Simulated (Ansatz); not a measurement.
# SnO2 monolayer (2H) under uniaxial strain along a, the zigzag direction, with the width clamped, part 2 of 2

Wanted: the shifts of the zone-centre modes of SnO2 monolayer (2H) with strain.

Ansatz 0.2.0; DFT PBE, scalar-relativistic, plane waves, PAW; PAW set soft_1.

So far, highest optical mode at the zone centre (no LO-TO term) (cm⁻¹): step 5 (modes at rest) 620; step 7 (strain 5 %) 613.

### Step 8. Relaxation of a member: uniaxial strain of -3 % along a, the zigzag direction, with the width clamped

The cell takes a uniaxial strain of -3 % along a, the zigzag direction, with the width clamped. The cell is held, and the atoms relax in it.

The input, input.yaml:

```yaml
crystal:
  lattice:
    - [3.0083832406, 0.0, 0.0]
    - [-1.5041916203, 2.6859137224, 0.0]
    - [0.0, 0.0, 28.7]
  atoms:
    - { symbol: Sn, position: [0.3344062037, 0.6688124073, 0.3484320557] }
    - { symbol: O, position: [0.6661302315, 0.332260463, 0.3914078372] }
    - { symbol: O, position: [0.6661302315, 0.332260463, 0.3054562743] }
  periodic: [true, true, false]
kpoints:
  mp_grid: { grid: [12, 12, 1] }
hamiltonian:
  xc: pbe
  pseudopotentials: { kind: paw, azcp: { folder: soft_1 } }
scf:
  occupations: { method: gaussian, width: 0.02 }
output:
  forces: true
  stress: true
  eigenvalues: true
relax:
  adjacent_minimum: "off"
  f_tol: 0.001
  max_steps: 60
```

Launch:

```sh
ansatz run input.yaml --threads 4 --pin off --max-ram 16384MiB --backend cpu --events-out ev --progress --plain --runs-dir out
```

Wall time 24 s (4 threads of Arm Neoverse V1, shared host); peak memory 0.57 GiB.

No atom moved by 0.005 Å in the relaxation.

This step gave:

```yaml
gap_on_the_k_mesh: 0.8391 eV
area_per_atom: 2.693 Å²
```

The largest force component left is 0.31 meV/Å.

### Step 9. Zone-centre modes of the member: uniaxial strain of -3 % along a, the zigzag direction, with the width clamped

The zone-centre modes follow for uniaxial strain of -3 % along a, the zigzag direction, with the width clamped.

input.yaml, the sections that differ from step 8:

```yaml
crystal:
  lattice:
    - [3.0083832406, 0.0, 0.0]
    - [-1.5041916203, 2.6859137224, 0.0]
    - [0.0, 0.0, 28.7]
  atoms:
    - { symbol: Sn, position: [0.335050644, 0.670101288, 0.3484320557] }
    - { symbol: O, position: [0.6658080113, 0.3316160227, 0.3914713046] }
    - { symbol: O, position: [0.6658080113, 0.3316160227, 0.3053928069] }
  periodic: [true, true, false]
scf:
  occupations: { method: fixed }
output:
  eigenvalues: true
phonons:
  method: dfpt
# kpoints, hamiltonian: as in step 8
# relax: removed
```

Elapsed: 47 s, on 4 threads; peak memory 0.95 GiB.

Numbers from this step:

| Item | Value |
| --- | --- |
| sum-rule residual before enforcement | 1.08e-4 eV/Å² |
| highest optical mode at the zone centre (no LO-TO term) | 623.2 cm⁻¹ |
| lowest optical zone-centre mode | 62.32 cm⁻¹ |

Without the LO-TO term. Patterns of degenerate modes are one choice out of their space. Modes at Γ, with each element's share of the kinetic energy:

| mode | frequency (cm⁻¹) | symmetry | Sn % | O % |
| --- | --- | --- | --- | --- |
| 1 | 0.0 | acoustic | 79 | 21 |
| 2 | 0.0 | acoustic | 79 | 21 |
| 3 | 0.0 | acoustic | 79 | 21 |
| 4 | 62.3 | B1 | 0 | 100 |
| 5 | 113.0 | A2 | 0 | 100 |
| 6 | 340.0 | A1 | 21 | 79 |
| 7 | 346.5 | B2 | 21 | 79 |
| 8 | 534.7 | B1 | 21 | 79 |
| 9 | 623.2 | A1 | 0 | 100 |

Displacements in mode 4 (62.3 cm⁻¹), the largest set to 1:
```
Sn1  0.00  0.00  0.01
O2   0.00 -1.00 -0.02
O3   0.00  1.00 -0.02
```

Displacements in mode 7 (346.5 cm⁻¹), the largest set to 1:
```
Sn1 -0.27  0.00  0.00
O2   1.00  0.00  0.00
O3   1.00  0.00  0.00
```

The lowest optical mode is real, 62.3 cm⁻¹, and the highest lies at 623.2 cm⁻¹.

### Step 10. The series together

The members are set side by side, also those not shown above.

Energies are extrapolated to zero smearing, and E0 is that at rest; imaginary frequencies occur in the series; the cell is clamped and the atoms are relaxed. State of the crystal along the series:

| strain (%) | E - E0 (meV/atom) | gap on mesh (eV) |
| --- | --- | --- |
| -3 | 12.7 | 0.8391 |
| -2 | 5.542 | 0.7775 |
| -1 | 1.368 | 0.7145 |
| 0 | 0 | 0.6505 |
| 1 | 1.307 | 0.5853 |
| 2 | 5.119 | 0.5197 |
| 3 | 11.31 | 0.4538 |
| 4 | 19.71 | 0.3879 |
| 5 | 30.19 | 0.3225 |

Optical modes are counted from below at rest and tracked from member to member by their patterns, and modes that stay within 0.3 cm⁻¹ of each other stand once; labels, where given, are those at rest, then, where named, those of the strained cell; imaginary frequencies occur in the series; the cell is clamped and the atoms are relaxed. Optical modes along the series:

| strain (%) | optical mode 1 E'' to A2 single part (cm⁻¹) | optical mode 2 E'' single part (cm⁻¹) | optical mode 3 E' single part (cm⁻¹) | optical mode 4 E' to A1 single part (cm⁻¹) | optical mode 5 A2'' (cm⁻¹) | optical mode 6 A1' to A1 (cm⁻¹) |
| --- | --- | --- | --- | --- | --- | --- |
| -3 | 113 | 62.32 | 346.5 | 340 | 534.7 | 623.2 |
| -2 | 84.62 | 27.82 | 339.9 | 334.7 | 527.7 | 622.1 |
| -1 | 35.94 | -46.11 | 332.8 | 329.7 | 520.5 | 620.9 |
| 0 | -69.36 | -69.36 | 324.9 | 324.9 | 513.4 | 619.6 |
| 1 | -105.3 | -85.34 | 316.4 | 320.5 | 506.2 | 618.4 |
| 2 | -132.3 | -97.69 | 307.4 | 316.3 | 499 | 617.1 |
| 3 | -155.1 | -107.4 | 297.6 | 312.6 | 491.9 | 615.7 |
| 4 | -175.2 | -115.5 | 287.3 | 309.1 | 484.7 | 614.3 |
| 5 | -193.2 | -122 | 276.4 | 306 | 477.7 | 612.9 |

Value and slope at zero strain of a cubic (a lower polynomial where under five rows exist) through the rows within 2 % of rest. Slopes at rest:

| mode | frequency (cm⁻¹) | shift per percent of strain (cm⁻¹) |
| --- | --- | --- |
| optical mode 3 E' single part | 324.9 | -8.17 |
| optical mode 4 E' to A1 single part | 324.9 | -4.6 |
| optical mode 5 A2'' | 513.4 | -7.17 |
| optical mode 6 A1' to A1 | 619.7 | -1.25 |

### Step 11. Summary of results

```yaml
members: 9
highest_optical_mode_at_the_zone_centre_no_lo_to_term_at_rest: 619.6 cm⁻¹
optical_mode_3_e_single_part_shift_per_percent: -8.17 cm⁻¹
optical_mode_4_e_to_a1_single_part_shift_per_percent: -4.60 cm⁻¹
optical_mode_5_a2_shift_per_percent: -7.17 cm⁻¹
optical_mode_6_a1_to_a1_shift_per_percent: -1.25 cm⁻¹
```

In words: The strain lowers the symmetry: the level at 324.9 cm⁻¹ splits, into 276.4 and 306.0 cm⁻¹ at +5 %. The fastest shift in the table of slopes is -8.2 cm⁻¹ for each percent (optical mode 3 E' single part). The width is clamped, so the contraction across the strain that a free sheet shows is left out. A mode is imaginary at strain (%) -1, 0, 1, 2, 3, 4 and 5, where this structure is not a minimum. These are harmonic frequencies at zero temperature: anharmonic shifts, linewidths and thermal expansion are left out. Spin-orbit coupling is left out, which can matter for the heavy elements here. The starting cell was built on a prototype and not taken from a measurement. Only the zone centre was solved, so an instability at another wavevector cannot show here. In a sheet the LO-TO splitting vanishes at the zone centre, so no such term is missing here.

[Logs are printed without paths, hosts, clocks, repeated set-up lines and the standing remarks that a program may print on its own settings, such as how far it seeks lower states.]

[Hosts, paths, dates, database ids (printed as entryN), source tags and the programs' standing remarks are cut or masked in the printed files.]
